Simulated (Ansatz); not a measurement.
Input and command of a plane-wave DFT calculation in Ansatz:

```yaml
crystal:
  lattice:
    - [2.0714992968, 1.1959806766, 9.54533]
    - [-2.0714992968, 1.1959806766, 9.54533]
    - [0.0, -2.3919613533, 9.54533]
  atoms:
    - { symbol: Bi, position: [0.4222846952, 0.3872076418, 0.3872076418] }
    - { symbol: Bi, position: [0.6206846952, 0.5856076418, 0.5856076418] }
    - { symbol: Se, position: [0.0, 0.0, 0.0] }
    - { symbol: Se, position: [0.2117, 0.2117, 0.2117] }
    - { symbol: Se, position: [0.7883, 0.7883, 0.7883] }
basis:
  ecutwfc: 420
kpoints:
  mp_grid: { grid: [12, 12, 12] }
hamiltonian:
  xc: pbe
scf:
  occupations: { method: gaussian, width: 0.03 }
output:
  forces: true
  stress: true
  eigenvalues: true
```

```bash
ansatz run input.yaml --threads 1 --pin off --max-ram 2560MiB --backend cpu --events-out ev --progress --plain --runs-dir out
```

Processor: Intel(R) Xeon(R) 6975P-C (Granite Rapids), 1 thread, on a host shared with other jobs.

How long does it run, and how much memory does it take?

About 2.3 min on 1 thread of Intel(R) Xeon(R) 6975P-C (Granite Rapids), with other jobs on the host, peak memory 2 GiB. It solves 47 bands at 476 k points (the mesh reduced by symmetry) with about 2743 plane waves, in 7 SCF iterations.
